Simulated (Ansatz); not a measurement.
The following input was run with Ansatz 0.2.0.

```yaml
crystal:
  lattice:
    - [2.4858878443, 0.025039917, -0.0012519959]
    - [-1.2212587179, 2.1284385737, 0.0003440903]
    - [-0.0033306, -0.000865956, 6.615304332]
  atoms:
    - { symbol: B, position: [0.3344284249, 0.6610453224, 0.2646129826] }
    - { symbol: B, position: [0.6288609798, 0.2779776177, 0.7460382514] }
    - { symbol: "N", position: [0.3003955147, 0.6257032527, 0.7398126464] }
    - { symbol: "N", position: [0.7363190742, 0.4352738072, 0.2495361196] }
basis:
  ecutwfc: 420
kpoints:
  mp_grid: { grid: [12, 12, 4] }
hamiltonian:
  xc: pbe
scf:
  occupations: { method: gaussian, width: 0.02 }
output:
  forces: true
  stress: true
  eigenvalues: true
```

It can be run as
```bash
ansatz run input.yaml --threads 1 --pin off --backend cpu --events-out ev --progress --plain --runs-dir out  # memory cap (--max-ram) not shown
```

Method: Ansatz 0.2.0, DFT PBE, scalar-relativistic, plane waves, PAW.

From the run's log, abridged (final results; tables in files aren't shown):

```
SCF 1 converged in 6 iterations: F = -1083.732328 eV  dr2 = 1.76e-8
SCF converged after 6 iterations
Free energy (F): -1083.732328 eV
Harris-Foulkes:  -1083.732328 eV  (|F-HF|=3.33e-8)
Internal energy: -1083.732328 eV  (E = F + TS)
E sigma→0 (E₀):  -1083.732328 eV
Fermi energy:    7.600658 eV
--- Per-component energies (eV) ---
  E_band       = -35.753216
  E_kinetic    = 371.283805
  E_local      = -702.222153  (includes V_loc(G=0)·N_el)
  E_nonlocal   = 117.467404
  E_hartree    = 227.091961
  E_xc         = -185.363290
  E_vxc        = -230.007979  (∫ρ·V_xc dr)
  E_paw        = -414.324658  (= ΣΔE_a)
  E_vpaw       = -46.458713  (= ΣTr[D̂ρ^β])
  E_aug_tail   = 0.000200  (compensation charges beyond the density's cutoff)
  E_ewald      = -497.665597
  E_smearing   =  0.000000  (= −TS)
--- Forces (eV/Å), atoms counted from 1 ---
  atom   1  B      2.33007476     6.44258210    -0.90454686
  atom   2  B      0.02943613     1.54639677    -0.42503641
  atom   3  N     -0.01789614    -1.53583550     0.48556819
  atom   4  N     -2.34160980    -6.45318845     0.84396156
--- Stress (GPa, compression-positive) ---
       35.893614      -3.657126       1.103203
       -3.657160      18.468445       3.227897
        1.103195       3.227912       2.590831
  P = ⅓ Tr σ = 18.9843 GPa (189.843 kbar)
--- Band table (eV; the first three rows and the last of 292) ---
  k-point 0: bands = ["-13.0388", "-12.7003", "-1.4742", "0.6897", "1.1283", "3.2620", "3.9873", "6.4288", "10.1087", "14.0189", "15.3405", "16.1471"]
  k-point 1: bands = ["-13.0037", "-12.7402", "-1.2187", "0.3085", "1.1287", "3.2624", "3.9873", "6.4318", "10.8034", "13.8646", "14.6193", "16.1651"]
  k-point 2: bands = ["-12.9528", "-12.7961", "-0.6806", "-0.3480", "1.1289", "3.2626", "3.9873", "6.4342", "12.3254", "12.5765", "14.2511", "16.1716"]
  k-point 291: bands = ["-9.8716", "-9.6693", "-4.0755", "-4.0318", "0.4847", "1.8772", "3.9349", "4.3112", "9.2644", "9.8859", "13.3341", "14.7843"]
```

The run converged.

The cell holds layers, and where no dispersion correction was added their binding is poorly described.